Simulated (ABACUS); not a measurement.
# Bi (Im-3m) in ABACUS: relaxation of cell and atoms with PBE

Aim: the relaxation of cell and atoms of Bi with PBE.

Everything below comes from runs of ABACUS 3.10.1. Logs are shortened: lines on timing, memory, paths and dates and some standing lists are left out, and cuts for length are marked.

## Step 1: Starting point

The structure is cubic, space group Im-3m (No. 229). Conventional cell: a = 3.963 Å, b = 3.963 Å, c = 3.963 Å, α = 90.00°, β = 90.00°, γ = 90.00°. Bi (site symmetry m-3m) has 8 Bi at 3.43 Å as nearest neighbours.

This isn't the form of Bi at room conditions, which is rhombohedral.

## Step 2: Relaxation of cell and atoms, PBE

INPUT reads:

```
INPUT_PARAMETERS
suffix              Bi
calculation         cell-relax
basis_type          pw
pseudo_dir          ./
symmetry            1
dft_functional      pbe
ecutwfc             40
pseudo_rcut         10
nspin               1
nbands              12
ks_solver           dav
smearing_method     fd
smearing_sigma      0.00367493
scf_thr             1e-08
scf_nmax            100
mixing_type         broyden
mixing_beta         0.7
cal_force           1
cal_stress          1
ecutrho             320
relax_nmax          60
force_thr_ev        0.01
relax_method        cg
out_stru            1
stress_thr          0.2
kpar                4
```

STRU reads:

```
ATOMIC_SPECIES
Bi 208.9804 bi_pbe_v1.uspp.F.UPF

LATTICE_CONSTANT
6.4854235633

LATTICE_VECTORS
-0.5773502692 0.5773502692 0.5773502692
0.5773502692 -0.5773502692 0.5773502692
0.5773502692 0.5773502692 -0.5773502692

ATOMIC_POSITIONS
Cartesian

Bi
0.0
1
0.0000000000 0.0000000000 0.0000000000 1 1 1
```

KPT reads:

```
K_POINTS
0
Gamma
7 7 7 0 0 0
```

Potentials or basis: GBRV ultrasoft 1.5 PBE, plane waves.

Started as:

```
> OMP_NUM_THREADS=1 mpirun -np 4 abacus > log
```

running log:

```text
ABACUS v3.10.1

               Atomic-orbital Based Ab-initio Computation at UStc

 ------------------------------------------------------------------------------------

 READING GENERAL INFORMATION
                           global_out_dir = OUT.Bi/
                           global_in_card = INPUT
                               pseudo_dir = ./
                              orbital_dir =
                                    DSIZE = 4
                                    GSIZE = 1

 READING UNITCELL INFORMATION
                                    ntype = 1
                  lattice constant (Bohr) = 6.48542
              lattice constant (Angstrom) = 3.43194

 READING ATOM TYPE 1
                               atom label = Bi
                      L=0, number of zeta = 1
                      L=1, number of zeta = 1
                      L=2, number of zeta = 1
             number of atom for this type = 1

                        TOTAL ATOM NUMBER = 1
CARTESIAN COORDINATES ( UNIT =       6.485423563300 Bohr ).
    atom                   x                   y                   z     mag                  vx                  vy                  vz
tauc_Bi1            0.0000000000        0.0000000000        0.0000000000  0.0000        0.0000000000        0.0000000000        0.0000000000

                          Volume (Bohr^3) = 209.987
                             Volume (A^3) = 31.1169

 Lattice vectors: (Cartesian coordinate: in unit of a_0)
             -0.57735            +0.57735            +0.57735
             +0.57735            -0.57735            +0.57735
             +0.57735            +0.57735            -0.57735
 Reciprocal vectors: (Cartesian coordinate: in unit of 2 pi/a_0)
                   +0           +0.866025           +0.866025
            +0.866025                  +0           +0.866025
            +0.866025           +0.866025                  +0
 The esolver type has been set to : ksdft_pw

                PAO radial cut off (Bohr) = 10

 Read in pseudopotential file is bi_pbe_v1.uspp.F.UPF
                     pseudopotential type = US
          exchange-correlation functional = PBE
                 nonlocal core correction = 1
                        valence electrons = 15
                                     lmax = 2
                           number of zeta = 3
                     number of projectors = 6
                           L of projector = 0
                           L of projector = 0
                           L of projector = 1
                           L of projector = 1
                           L of projector = 2
                           L of projector = 2
     initial pseudo atomic orbital number = 9

 SETUP THE ELECTRONS NUMBER
            electron number of element Bi = 15
      total electron number of element Bi = 15
            AUTOSET number of electrons:  = 15
                           occupied bands = 8
                                   NBANDS = 12
                                   NLOCAL = 9

%%%%%%%%%%%%%%%%%%%%%%%%%%%%%%%%%%%%%%%%%%%%%%%%%%%%%%%%%%%%%%%%%%%%%%%%%%%%%%%%%%%%%%%%%%%%%%%%%%%%%%%%%%
 Warning: the number of valence electrons in pseudopotential > 5 for Bi: [Xe] 4f14 5d10 6s2 6p3
 Pseudopotentials with additional electrons can yield (more) accurate outcomes, but may be less efficient.
 If you're confident that your chosen pseudopotential is appropriate, you can safely ignore this warning.
%%%%%%%%%%%%%%%%%%%%%%%%%%%%%%%%%%%%%%%%%%%%%%%%%%%%%%%%%%%%%%%%%%%%%%%%%%%%%%%%%%%%%%%%%%%%%%%%%%%%%%%%%%

 SETUP THE PLANE WAVE BASIS
 energy cutoff for charge/potential (unit:Ry) = 160
            fft grid for charge/potential = [ 27, 27, 27 ]
                        fft grid division = [ 1, 1, 1 ]
        big fft grid for charge/potential = [ 40, 40, 40 ]
                                     nbxx = 64000
                                     nrxx = 19683

 SETUP PLANE WAVES FOR CHARGE/POTENTIAL
                    number of plane waves = 7107
                         number of sticks = 499

 PARALLEL PW FOR CHARGE/POTENTIAL
     PROC   COLUMNS(POT)             PW
        1            499           7107
 --------------- sum -------------------
        1            499           7107
                            number of |g| = 106
                                  max |g| = 169.5
                                  min |g| = 0

 energy cutoff for dense charge/potential (unit:Ry) = 320
      fft grid for dense charge/potential = [ 40, 40, 40 ]
                                     nrxx = 64000

 SETUP PLANE WAVES FOR dense CHARGE/POTENTIAL
                    number of plane waves = 20377
                         number of sticks = 1019

 PARALLEL PW FOR dense CHARGE/POTENTIAL
     PROC   COLUMNS(POT)             PW
        1           1019          20377
 --------------- sum -------------------
[... 91 lines left out ...]

 SETUP PLANE WAVES FOR WAVE FUNCTIONS
     energy cutoff for wavefunc (unit:Ry) = 40
              fft grid for wave functions = [ 27, 27, 27 ]
                    number of plane waves = 1157
                         number of sticks = 151

 PARALLEL PW FOR WAVE FUNCTIONS
     PROC   COLUMNS(POT)             PW
        1            151           1157
 --------------- sum -------------------
        1            151           1157

 SETUP NONLOCAL PSEUDOPOTENTIALS IN PLANE WAVE BASIS
 Bi non-local projectors:
 projector 1 L=0
 projector 2 L=0
 projector 3 L=1
 projector 4 L=1
 projector 5 L=2
 projector 6 L=2
      TOTAL NUMBER OF NONLOCAL PROJECTORS = 18

 Init Non-Local PseudoPotential table :
 Init Non-Local-Pseudopotential done.

                                     npwx = 935

 Make real space PAO into reciprocal space.
       max mesh points in Pseudopotential = 789
     dq(describe PAO in reciprocal space) = 0.01
                                    max q = 1272

 number of pseudo atomic orbitals for Bi is 3
WARNING: norm of atomic wavefunction # 3 of atomic type Bi is 0.99999, renormalized

 -------------------------------------------
 STEP OF RELAXATION : 1
 -------------------------------------------
                                 init_chg = atomic

 PW ALGORITHM --------------- ION=   1  ELEC=   1--------------------------------

 Density error is 0.678760812416
                          Error Threshold = 0.01
----------------------------------------------------------
     Energy           Rydberg                 eV
----------------------------------------------------------
 E_KohnSham     -185.0899927215      -2518.2785437910
 E_Harris       -192.7873567461      -2623.0065541051
 E_Fermi        0.9450442875         12.8579871718
----------------------------------------------------------
[... 82 lines left out ...]
 charge density convergence is achieved
 final etot is -2520.5978301 eV
 EFERMI = 11.787038867 eV

 STATE ENERGY(eV) AND OCCUPATIONS    NSPIN == 1
[... levels at 5 further k points ...]

------------------------------------------------------------------------------------------
 TOTAL-FORCE (eV/Angstrom)
------------------------------------------------------------------------------------------
                       Bi1         0.0000000000         0.0000000000         0.0000000000
------------------------------------------------------------------------------------------
[... 13 lines left out ...]
 Largest gradient in stress is 10.679548 kbar.
 Threshold is 0.200000 kbar.

 Relaxation is not converged yet!
CARTESIAN COORDINATES ( UNIT =       6.485423563300 Bohr ).
    atom                   x                   y                   z     mag                  vx                  vy                  vz
tauc_Bi1            0.0000000000        0.0000000000        0.0000000000  0.0000        0.0000000000        0.0000000000        0.0000000000

                          Volume (Bohr^3) = 216.588501
                             Volume (A^3) = 32.095066
[... 10 lines left out ...]
 -------------------------------------------
 STEP OF RELAXATION : 2
 -------------------------------------------

[... set-up of the moved cell ...]

 PW ALGORITHM --------------- ION=   2  ELEC=   1--------------------------------
 Notice: Threshold on eigenvalues was too large.
 hsover_error=0.150000 > DRHO=0.000163
 Origin diag ethr = 0.010000
 New diag ethr = 0.000001

 Density error is 0.000143291414
                          Error Threshold = 0.000001084141
----------------------------------------------------------
     Energy           Rydberg                 eV
----------------------------------------------------------
 E_KohnSham     -185.2604984927      -2520.5983938215
 E_Harris       -185.3444315715      -2521.7403619434
 E_Fermi        0.8299717836         11.2923454363
----------------------------------------------------------

[... 2 further cycles ...]
 PW ALGORITHM --------------- ION=   2  ELEC=   4--------------------------------

 Density error is 0.000000000194
                          Error Threshold = 0.000000000136
----------------------------------------------------------
     Energy           Rydberg                 eV
----------------------------------------------------------
 E_KohnSham     -185.2605341638      -2520.5988791514
 E_KS(sigma->0) -185.2602140575      -2520.5945238818
 E_Harris       -185.2605589693      -2520.5992166476
 E_band         -6.4385585643        -87.6010833813
 E_one_elec     -44.5152233776       -605.6606856782
 E_Hartree      32.0850926356        436.5400807023
 E_xc           -64.6106502071       -879.0729943015
 E_Ewald        -108.2191130021      -1472.3965693348
 E_entropy(-TS) -0.0006402126        -0.0087105392
 E_descf        0.0000000000         0.0000000000
[... 4 lines left out ...]
 charge density convergence is achieved
 final etot is -2520.59887915141 eV
 EFERMI = 11.28375726759 eV

 STATE ENERGY(eV) AND OCCUPATIONS    NSPIN == 1
[... levels at 5 further k points ...]

------------------------------------------------------------------------------------------
 TOTAL-FORCE (eV/Angstrom)
------------------------------------------------------------------------------------------
                       Bi1         0.0000000000         0.0000000000         0.0000000000
------------------------------------------------------------------------------------------
[... 13 lines left out ...]
 Largest gradient in stress is 6.810439 kbar.
 Threshold is 0.200000 kbar.

 Relaxation is not converged yet!
CARTESIAN COORDINATES ( UNIT =       6.485423563300 Bohr ).
    atom                   x                   y                   z     mag                  vx                  vy                  vz
tauc_Bi1            0.0000000000        0.0000000000        0.0000000000  0.0000        0.0000000000        0.0000000000        0.0000000000

                          Volume (Bohr^3) = 213.903668
                             Volume (A^3) = 31.697215
[... 10 lines left out ...]
 -------------------------------------------
 STEP OF RELAXATION : 3
 -------------------------------------------

[... set-up of the moved cell ...]

 PW ALGORITHM --------------- ION=   3  ELEC=   1--------------------------------
 Notice: Threshold on eigenvalues was too large.
 hsover_error=0.150000 > DRHO=0.000280
 Origin diag ethr = 0.010000
 New diag ethr = 0.000002

 Density error is 0.000282119998
                          Error Threshold = 0.000001865378
----------------------------------------------------------
     Energy           Rydberg                 eV
----------------------------------------------------------
 E_KohnSham     -185.2605268462      -2520.5987795907
 E_Harris       -185.1433989294      -2519.0051725267
 E_Fermi        0.8432081418         11.4724353281
----------------------------------------------------------

[... 2 further cycles ...]
 PW ALGORITHM --------------- ION=   3  ELEC=   4--------------------------------

 Density error is 0.000000000446
                          Error Threshold = 0.000000000345
----------------------------------------------------------
     Energy           Rydberg                 eV
----------------------------------------------------------
 E_KohnSham     -185.2605968696      -2520.5997323075
 E_KS(sigma->0) -185.2602778700      -2520.5953920947
 E_Harris       -185.2605677220      -2520.5993357340
 E_band         -6.2324208903        -84.7964364422
 E_one_elec     -43.8147949255       -596.1308676878
 E_Hartree      31.8431126546        433.2477741585
 E_xc           -64.6182705917       -879.1766749533
 E_Ewald        -108.6700060077      -1478.5312833994
 E_entropy(-TS) -0.0006379993        -0.0086804256
 E_descf        0.0000000000         0.0000000000
[... 97 lines left out ...]
 Largest gradient in stress is 0.043333 kbar.
 Threshold is 0.200000 kbar.

 Relaxation is converged!

 --------------------------------------------
 !FINAL_ETOT_IS -2520.5997323074552696 eV
 --------------------------------------------
```

Wall time 16 s (4 MPI ranks of Intel Xeon Platinum 8488C (Sapphire Rapids), shared host); peak memory 0.52 GiB.

Results:

* Free energy: -2520.5997 eV
* Relaxed volume: 31.70 Å³/atom
* Relaxed cell: a = 3.453 Å, b = 3.453 Å, c = 3.453 Å, α = 109.47°, β = 109.47°, γ = 109.47°
* Space group after relaxing (to 0.05 Å): Im-3m (No. 229)
* Energy gained by relaxing: 1.9 meV/atom
* Ionic steps: 3
* Pressure after relaxing: 0.0 GPa
* Band gap on the k mesh: none (metal or under the smearing width)

Step by step:
| step | energy change (eV) | largest force (eV/Å) | pressure (GPa) | volume (Å³) |
| --- | --- | --- | --- | --- |
| 1 | 0.0000 | 0.0000 | 1.07 | 31.12 |
| 2 | -0.0010 | 0.0000 | -0.68 | 32.10 |
| 3 | -0.0019 | 0.0000 | 0.00 | 31.70 |

Final structure:
```yaml
crystal:
  lattice:
    - [-1.99367, 1.99367, 1.99367]
    - [1.99367, -1.99367, 1.99367]
    - [1.99367, 1.99367, -1.99367]
  atoms:
    - { symbol: Bi, position: [0.00000, 0.00000, 0.00000] }
```

Caveat: spin-orbit coupling is left out, which moves the levels of the heavy elements.
